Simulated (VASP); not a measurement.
Sb (a cell with a defect): single point with PBE

Crystal: Sb (a cell with a defect).

```
Sb
1.0
     6.22092   -6.22092    3.11046
    -6.22092    3.11046    6.22092
    -6.22092   -3.11046   -6.22092
Sb
19
Direct
  0.19637 0.29589 0.89813
  0.39776 0.60187 0.79825
  0.60224 0.89813 0.70175
  0.00000 0.49512 0.49512
  0.19637 0.79825 0.40048
  0.60588 0.16382 0.94206
  0.79869 0.45084 0.84785
  0.20131 0.04916 0.65215
  0.39412 0.33618 0.55794
  0.60298 0.65215 0.45084
  0.77825 0.94206 0.33618
  0.00000 0.25000 0.25000
  0.22175 0.55794 0.16381
  0.39702 0.84785 0.04916
  0.80363 0.20411 0.60187
  0.39776 0.09952 0.29589
  0.60224 0.40048 0.20411
  0.80363 0.70175 0.09952
  0.00000 0.00488 0.00488
```

```yaml
Program: VASP 6.6.1
Task: single point
Functional: PBE
Potentials_or_basis: VASP PAW PBE potentials, release 64 (Sb)
Cutoff: 520 eV
k_mesh: 4 × 4 × 4
Occupations: gaussian, width 0.1 eV
Spin: no spin polarisation
```

* Pressure: -0.7 GPa
* Largest force: 0.020 eV/Å
* Band gap on the k mesh: none (metal or under the smearing width)

Forces in eV/Å, atoms in the order of the input:
```
Sb  -0.002  0.000 -0.006
Sb   0.002  0.006  0.000
Sb  -0.002 -0.006  0.000
Sb   0.003  0.000  0.000
Sb   0.002  0.000 -0.006
Sb   0.000 -0.018 -0.001
Sb   0.000 -0.020  0.000
Sb   0.000  0.020  0.000
Sb   0.000  0.018  0.001
Sb   0.000  0.000 -0.020
Sb   0.000 -0.001  0.018
Sb   0.000  0.000  0.000
Sb   0.000  0.001 -0.018
Sb   0.000  0.000  0.020
Sb   0.002  0.000  0.006
Sb  -0.002  0.006  0.000
Sb   0.002 -0.006  0.000
Sb  -0.002  0.000  0.006
Sb  -0.003  0.000  0.000
```

Stress tensor (GPa, compression positive):
```
-0.76  0.00  0.00
 0.00 -0.61  0.00
 0.00  0.00 -0.61
```

Levels at points of the mesh, in eV from the Fermi level:
| k point | band 44 | band 45 | band 46 | band 47 | band 48 | band 49 | band 50 | band 51 |
| --- | --- | --- | --- | --- | --- | --- | --- | --- |
| (0.00, 0.00, 0.00) | -0.80 | -0.62 | -0.62 | -0.50 | -0.43 | -0.43 | -0.42 | -0.42 |
| (0.50, 0.00, 0.00) | -0.55 | -0.49 | -0.49 | -0.25 | 0.15 | 0.21 | 0.30 | 0.45 |
| (0.00, 0.50, 0.00) | -0.82 | -0.75 | -0.33 | -0.25 | 0.11 | 0.14 | 0.29 | 0.74 |
| (0.50, 0.50, 0.50) | -0.72 | -0.05 | -0.05 | 0.12 | 0.36 | 0.36 | 0.45 | 0.58 |

Run time: 7.9 min on 1 thread of Intel(R) Xeon(R) 6975P-C (Granite Rapids), on a shared host, peak memory 0.85 GiB.

The run has no spin-orbit coupling, so splittings on Sb are missing.
